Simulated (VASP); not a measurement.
# Nb (Im-3m) in VASP: settings compared, part 2 of 2

VASP 6.6.1.

## (3) Single point, PBEsol

INCAR

```
PREC = Accurate ; ENCUT = 520
EDIFF = 1E-7 ; ISMEAR = 0
SIGMA = 0.1 ; LREAL = False
LASPH = True ; NELM = 100
ALGO = Normal ; ISIF = 2
LWAVE = False ; LCHARG = False
GGA = PS ; NBANDS = 12
```

KPOINTS

```
Automatic mesh
0
Gamma
  18 18 18
```

POSCAR

```
Nb
1.0
   -1.6588161900      1.6588161900      1.6588161900
    1.6588161900     -1.6588161900      1.6588161900
    1.6588161900      1.6588161900     -1.6588161900
Nb
1
Direct
    0.0000000000      0.0000000000      0.0000000000
```

Potentials or basis: VASP PAW PBE potentials, release 64 (Nb_sv).

The run is started by

```bash
> cat potpaw_PBE.64/Nb_sv/POTCAR > POTCAR
> mpirun -np 1 vasp_std > vasp.out
```

OUTCAR:

```text
PREC = Accurate
   ENCUT = 520
   EDIFF = 1E-7
   ISMEAR = 0
   LREAL = False
   LASPH = True
   NELM = 100
   ISIF = 2
   GGA = PS

 ion  position               nearest neighbor table
   1  0.000  0.000  0.000-

  LATTYP: Found a body centered cubic cell.
 ALAT       =     3.3176323800

  Lattice vectors:

 A1 = (  -1.6588161900,   1.6588161900,   1.6588161900)
 A2 = (   1.6588161900,  -1.6588161900,   1.6588161900)
 A3 = (   1.6588161900,   1.6588161900,  -1.6588161900)

Analysis of symmetry for initial positions (statically):
=====================================================================
 Subroutine PRICEL returns:
 Original cell was already a primitive cell.

 Routine SETGRP: Setting up the symmetry group for a
 body centered cubic supercell.

 Subroutine GETGRP returns: Found 48 space group operations
 (whereof 48 operations were pure point group operations)
 out of a pool of 48 trial point group operations.

The static configuration has the point symmetry O_h .

Analysis of symmetry for dynamics (positions and initial velocities):
=====================================================================
 Subroutine PRICEL returns:
[... 162 lines left out ...]
 Fermi energy:        10.8320035888

 k-point     1 :       0.0000    0.0000    0.0000
  band No.  band energies     occupation
      1     -43.4356      2.00000
      2     -18.7795      2.00000
      3     -18.7795      2.00000
      4     -18.7795      2.00000
      5       4.9079      2.00000
      6      11.2230      0.00000
      7      11.2230      0.00000
      8      11.2230      0.00000
      9      14.0879      0.00000
     10      14.0879      0.00000
     11      25.0306      0.00000
     12      25.0306      0.00000
[... 331 lines left out ...]
 k-point    24 :       0.3889    0.1111    0.0000
  band No.  band energies     occupation
      1     -43.2011      2.00000
      2     -20.0096      2.00000
      3     -19.2313      2.00000
      4     -18.8479      2.00000
      5       7.5507      2.00000
      6       9.3598      2.00000
      7      11.9240      0.00000
      8      13.9731      0.00000
      9      15.0336      0.00000
     10      17.5029      0.00000
     11      22.5827      0.00000
     12      23.3299      0.00000

 [... further k-points ...]
[... 5 lines left out ...]
  --------------------------------------------------------------------------------------
  -------------------------------------------------------------------------------------
  Total       -0.8144186     -0.8144186     -0.8144186      0.0000000      0.0000000      0.0000000
  in kB      -71.4666560    -71.4666560    -71.4666560      0.0000000      0.0000000      0.0000000
  external PRESSURE =     -71.4666560 kB  Pullay stress =       0.0000000 kB

 VOLUME and BASIS-vectors are now :
 -----------------------------------------------------------------------------
  energy-cutoff  :      520.00
  volume of cell :       18.26
      direct lattice vectors                 reciprocal lattice vectors
    -1.658816190  1.658816190  1.658816190     0.000000000  0.301419773  0.301419773
     1.658816190 -1.658816190  1.658816190     0.301419773  0.000000000  0.301419773
     1.658816190  1.658816190 -1.658816190     0.301419773  0.301419773  0.000000000

 POSITION                                       TOTAL-FORCE (eV/Angst)
 -----------------------------------------------------------------------------------
      0.00000      0.00000      0.00000         0.000000      0.000000     -0.000000
 -----------------------------------------------------------------------------------
    total drift:                                0.000000      0.000000      0.000000

  FREE ENERGIE OF THE ION-ELECTRON SYSTEM (eV)
  ---------------------------------------------------
  free  energy   TOTEN  =       -10.9386251567 eV

  energy  without entropy=      -10.9301998702  energy(sigma->0) =      -10.93441251
```

OSZICAR:

```text
N       E                     dE             d eps       ncg     rms          rms(c)
DAV:   1     0.117994926812E+03    0.11799E+03   -0.72871E+03  4680   0.108E+03
DAV:   2    -0.665064350020E+01   -0.12465E+03   -0.12011E+03  5032   0.389E+02
DAV:   3    -0.111548195054E+02   -0.45042E+01   -0.43017E+01  6676   0.658E+01
DAV:   4    -0.114421651045E+02   -0.28735E+00   -0.28478E+00  6624   0.150E+01
DAV:   5    -0.114543498709E+02   -0.12185E-01   -0.12183E-01  6780   0.257E+00    0.721E+00
DAV:   6    -0.109926887931E+02    0.46166E+00   -0.67546E-01  7552   0.102E+01    0.248E+00
DAV:   7    -0.109348706179E+02    0.57818E-01   -0.19426E-01  7736   0.542E+00    0.964E-01
DAV:   8    -0.109385658813E+02   -0.36953E-02   -0.12121E-02  5580   0.142E+00    0.581E-02
DAV:   9    -0.109386149561E+02   -0.49075E-04   -0.95621E-04  7960   0.327E-01    0.363E-02
DAV:  10    -0.109386288310E+02   -0.13875E-04   -0.15805E-05  5640   0.502E-02    0.126E-02
DAV:  11    -0.109386253129E+02    0.35181E-05   -0.47661E-06  6068   0.373E-02    0.283E-03
DAV:  12    -0.109386252055E+02    0.10740E-06   -0.34931E-07  7164   0.716E-03    0.747E-04
DAV:  13    -0.109386251567E+02    0.48865E-07   -0.78817E-09  3288   0.145E-03
   1 F= -.10938625E+02 E0= -.10934413E+02  d E =-.842529E-02
```

It took 13 s on 1 thread of Intel Xeon 6975P-C (Granite Rapids), shared host; peak memory 0.17 GiB.

Results:

| Item | Value |
| --- | --- |
| Free energy | -10.9386 eV |
| Pressure | -7.1 GPa |
| Band gap on the k mesh | none (metal or under the smearing width) |

Caveat: the PAW data sets were made with another functional, which shifts forces and pressure a little.

## (4) Relaxation of cell and atoms, PBEsol

INCAR

```
PREC = Accurate ; ENCUT = 580
EDIFF = 1E-7 ; ISMEAR = 0
SIGMA = 0.1 ; LREAL = False
LASPH = True ; NELM = 100
ALGO = Normal ; ISIF = 3
LWAVE = False ; LCHARG = False
GGA = PS ; IBRION = 2
NSW = 90 ; EDIFFG = -0.005
```

KPOINTS

```
regular mesh
0
Gamma
  18 18 18
```

POSCAR is that of step 3.

Potentials or basis: VASP PAW PBE potentials, release 64 (Nb_pv).

The run is started by

```bash
> cat potpaw_PBE.64/Nb_pv/POTCAR > POTCAR
> mpirun -np 1 vasp_std > vasp.out
```

It took 26 s on 1 thread of Intel Xeon 6975P-C (Granite Rapids), shared host; peak memory 0.18 GiB.

Results (log left out):

```yaml
Free_energy: -10.8260 eV
Relaxed_volume: 17.75 Å³/atom
Relaxed_cell: a = 2.846 Å, b = 2.846 Å, c = 2.846 Å, α = 109.47°, β = 109.47°, γ = 109.47°
Space_group_after_relaxing_to_0.05_Å: Im-3m (No. 229)
Energy_gained_by_relaxing: 8.0 meV/atom
Ionic_steps: 4
Pressure_after_relaxing: 0.0 GPa
Band_gap_on_the_k_mesh: none (metal or under the smearing width)
```

The path:
| step | energy change (eV) | largest force (eV/Å) | pressure (GPa) | volume (Å³) |
| --- | --- | --- | --- | --- |
| 1 | 0.0000 | 0.0000 | -4.94 | 18.26 |
| 2 | 0.0233 | 0.0000 | 11.10 | 16.81 |
| 3 | -0.0080 | 0.0000 | -0.10 | 17.76 |
| 4 | -0.0080 | 0.0000 | 0.01 | 17.75 |

Final structure:
```
Nb
1.0
    -1.64329    1.64329    1.64329
     1.64329   -1.64329    1.64329
     1.64329    1.64329   -1.64329
Nb
1
Direct
  0.00000 0.00000 0.00000
```

Levels at points of the mesh, in eV from the Fermi level:
```tsv
k point	band 2	band 3	band 4	band 5	band 6	band 7	band 8	band 9
(0.00, 0.00, 0.00)	-29.55	-29.55	-5.99	0.35	0.35	0.35	3.31	3.31
(0.50, 0.00, 0.00)	-30.00	-29.57	-3.80	-1.72	2.39	3.36	4.05	6.53
(0.50, 0.50, 0.50)	-30.53	-30.53	-3.83	-3.83	5.73	5.73	5.73	9.49
```

Caveat: the PAW data sets were made with another functional, which shifts forces and pressure a little.

## (5) Relaxation of cell and atoms, PBEsol

INCAR: that of step 4 with these lines changed.

```diff
@@ -1,2 +1,2 @@
-PREC = Accurate ; ENCUT = 580
+PREC = Accurate ; ENCUT = 480
 EDIFF = 1E-7 ; ISMEAR = 0
```

KPOINTS is that of step 4.

POSCAR is that of step 4.

Potentials or basis: VASP PAW PBE potentials, release 64 (Nb_sv).

The run is started by

```bash
> cat potpaw_PBE.64/Nb_sv/POTCAR > POTCAR
> mpirun -np 1 vasp_std > vasp.out
```

Wall time 36 s (1 thread of Intel Xeon 6975P-C (Granite Rapids), shared host); peak memory 0.17 GiB.

It converged, with:

```yaml
Free_energy: -10.9561 eV
Relaxed_volume: 17.49 Å³/atom
Relaxed_cell: a = 2.832 Å, b = 2.832 Å, c = 2.832 Å, α = 109.47°, β = 109.47°, γ = 109.47°
Space_group_after_relaxing_to_0.05_Å: Im-3m (No. 229)
Energy_gained_by_relaxing: 18.2 meV/atom
Ionic_steps: 4
Pressure_after_relaxing: 0.0 GPa
Band_gap_on_the_k_mesh: none (metal or under the smearing width)
```

The path:
```tsv
step	energy change (eV)	largest force (eV/Å)	pressure (GPa)	volume (Å³)
1	0.0000	0.0000	-7.29	18.26
2	0.0468	0.0000	16.53	16.15
3	-0.0181	0.0000	-0.20	17.51
4	-0.0182	0.0000	-0.01	17.49
```

Final structure:
```cif
data_structure
_symmetry_space_group_name_H-M 'P 1'
_symmetry_Int_Tables_number 1
_cell_length_a 2.8321
_cell_length_b 2.8321
_cell_length_c 2.8321
_cell_angle_alpha 109.471
_cell_angle_beta 109.471
_cell_angle_gamma 109.471
_cell_volume 17.49
loop_
_atom_site_label
_atom_site_type_symbol
_atom_site_fract_x
_atom_site_fract_y
_atom_site_fract_z
_atom_site_occupancy
Nb1 Nb 0.00000 0.00000 0.00000 1
```

Levels at points of the mesh, in eV from the Fermi level:
| k point | band 3 | band 4 | band 5 | band 6 | band 7 | band 8 | band 9 | band 10 |
| --- | --- | --- | --- | --- | --- | --- | --- | --- |
| (0.00, 0.00, 0.00) | -29.47 | -29.47 | -6.01 | 0.37 | 0.37 | 0.37 | 3.38 | 3.38 |
| (0.50, 0.00, 0.00) | -29.94 | -29.48 | -3.85 | -1.74 | 2.45 | 3.43 | 4.14 | 6.68 |
| (0.50, 0.50, 0.50) | -30.49 | -30.49 | -3.90 | -3.90 | 5.86 | 5.86 | 5.86 | 9.32 |

Caveat: the PAW data sets were made with another functional, which shifts forces and pressure a little.

## (6) Relaxation of cell and atoms, RPBE

INCAR

```
PREC = Accurate ; ENCUT = 600
EDIFF = 1E-7 ; ISMEAR = 0
SIGMA = 0.1 ; LREAL = False
LASPH = True ; NELM = 100
ALGO = Normal ; ISIF = 3
LWAVE = False ; LCHARG = False
GGA = RP ; IBRION = 2
NSW = 90 ; EDIFFG = -0.005
```

KPOINTS is that of step 5.

POSCAR is that of step 5.

Potentials or basis: VASP PAW PBE potentials, release 64 (Nb_sv).

The run is started by

```bash
> cat potpaw_PBE.64/Nb_sv/POTCAR > POTCAR
> mpirun -np 1 vasp_std > vasp.out
```

Wall time 31 s (1 thread of Intel Xeon 6975P-C (Granite Rapids), shared host); peak memory 0.18 GiB.

It converged, with:

```yaml
Free_energy: -9.7034 eV
Relaxed_volume: 18.43 Å³/atom
Relaxed_cell: a = 2.882 Å, b = 2.882 Å, c = 2.882 Å, α = 109.47°, β = 109.47°, γ = 109.47°
Space_group_after_relaxing_to_0.05_Å: Im-3m (No. 229)
Energy_gained_by_relaxing: 0.8 meV/atom
Ionic_steps: 3
Pressure_after_relaxing: 0.0 GPa
Band_gap_on_the_k_mesh: none (metal or under the smearing width)
```

The path:
```csv
step,energy change (eV),largest force (eV/Å),pressure (GPa),volume (Å³)
1,0.0000,0.0000,1.57,18.26
2,0.0016,0.0000,-2.57,18.74
3,-0.0008,0.0000,0.01,18.43
```

Final structure:
```
Nb
1.0
    -1.66409    1.66409    1.66409
     1.66409   -1.66409    1.66409
     1.66409    1.66409   -1.66409
Nb
1
Direct
  0.00000 0.00000 0.00000
```

Levels at points of the mesh, in eV from the Fermi level:
```csv
k point,band 2,band 3,band 4,band 5,band 6,band 7,band 8,band 9,band 10
"(0.00, 0.00, 0.00)",-29.75,-29.75,-29.75,-5.87,0.39,0.39,0.39,3.23,3.23
"(0.50, 0.00, 0.00)",-31.01,-30.15,-29.76,-3.60,-1.57,2.18,3.25,3.91,6.19
"(0.50, 0.50, 0.50)",-30.61,-30.61,-30.61,-3.56,-3.56,5.45,5.45,5.45,8.91
```

Caveat: the PAW data sets were made with another functional, which shifts forces and pressure a little.

## (7) The runs side by side

| task | level | potentials or basis | cell | k mesh | cutoff (eV) | mesh quality | gap on the mesh (eV) | pressure (GPa) | relaxed volume (Å³/atom) |
| --- | --- | --- | --- | --- | --- | --- | --- | --- | --- |
| relaxation of cell and atoms | PBEsol | VASP PAW PBE potentials, release 64 (Nb_sv) | relaxed | 6 × 6 × 6 | 600 | coarse | none | 0.0 | 17.16 |
| single point | PBEsol | VASP PAW PBE potentials, release 64 (Nb_sv) | as given | 18 × 18 × 18 | 520 | not flagged | none | -7.1 | - |
| relaxation of cell and atoms | PBEsol | VASP PAW PBE potentials, release 64 (Nb_pv) | relaxed | 18 × 18 × 18 | 580 | not flagged | none | 0.0 | 17.75 |
| relaxation of cell and atoms | PBEsol | VASP PAW PBE potentials, release 64 (Nb_sv) | relaxed | 18 × 18 × 18 | 480 | not flagged | none | 0.0 | 17.49 |
| relaxation of cell and atoms | RPBE | VASP PAW PBE potentials, release 64 (Nb_sv) | relaxed | 18 × 18 × 18 | 600 | not flagged | none | 0.0 | 18.43 |

Alike in all rows: no spin polarisation; smearing gaussian 0.1 eV.

Caveats: some runs use coarse meshes; the PAW data sets were made with another functional, which shifts forces and pressure a little.

Absolute energies hang on the potentials; compare differences alone.
